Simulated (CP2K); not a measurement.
The system is WS2.

```
W S
1.0
     6.42736    0.00000    0.00000
     5.65154    3.06122    0.00000
     5.65154    1.43230    2.70547
W S
1 2
Direct
  0.00000 0.00000 0.00000
  0.58100 0.58100 0.58100
  0.75030 0.75030 0.75030
```

Measurements of this composition are mostly on another form, of space group No. 194.

Base run:

| Property | Result |
| --- | --- |
| Program | CP2K 2026.2 |
| Functional | r2SCAN |
| Potentials or basis | POTENTIAL_UZH W GTH-SCAN-q14, S GTH-SCAN-q6; TZVP-MOLOPT-SCAN-GTH basis |
| Density cutoff | 9184 eV |
| k mesh | 10 × 10 × 10 |
| Occupations | fermi-dirac, width 0.05 eV |
| Spin | no spin polarisation |

Its results: band gap on the k mesh 1.21 eV, indirect (least direct gap 2.35 eV); pressure 1.3 GPa; largest force 0.618 eV/Å.

Task: The run is repeated on the same cell with these changes: functional from r2SCAN to TASK. What comes out?

Result: Band gap on the k mesh 1.43 eV, indirect (least direct gap 2.48 eV); pressure 6.1 GPa; largest force 0.728 eV/Å.

Caveats: spin-orbit coupling is left out, which moves the levels of the heavy elements; the basis of atomic orbitals isn't converged, which shifts pressures, moduli and gaps; the potentials were made for another functional, which shifts forces and pressure (some runs).

A k mesh can miss the band edges.

Not every run made on this cell is shown here.
